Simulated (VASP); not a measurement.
Ge, 2 atoms in the cell. The structure is cubic, space group Fd-3m (No. 227). The conventional cell has a = 5.789 Å, b = 5.789 Å, c = 5.789 Å, α = 90.00°, β = 90.00°, γ = 90.00°. Ge (site symmetry -43m) has 4 Ge at 2.51 Å as nearest neighbours. 

| Property | Result |
| --- | --- |
| Program | VASP 6.6.1 |
| Task | relaxation of the atoms |
| Functional | PBE |
| Potentials or basis | VASP PAW PBE potentials, release 64 (Ge) |
| Cutoff | 300 eV |
| k mesh | 5 × 5 × 5 |
| Occupations | gaussian, width 0.03 eV |
| Spin | no spin polarisation |
| Further INCAR settings | ALGO = Normal; EDIFF = 1e-07; IBRION = 2; EDIFFG = -0.01; NSW = 40 |

Potentials or basis: VASP PAW PBE potentials, release 64 (Ge).

Launch:

```sh
$ cat potpaw_PBE.64/Ge/POTCAR > POTCAR
$ mpirun -np 1 vasp_std > vasp.out
```

Hardware: 1 thread of AMD EPYC 7R43 64-Core Processor (Zen 3) (shared host).

Task: How long does it take, and how much memory?

Result: It took 5.4 s on 1 thread of AMD EPYC 7R43 64-Core Processor (Zen 3), on a shared host, peak memory 0.09 GiB. Counts: scf iterations 13, k points 10, ion steps 1.
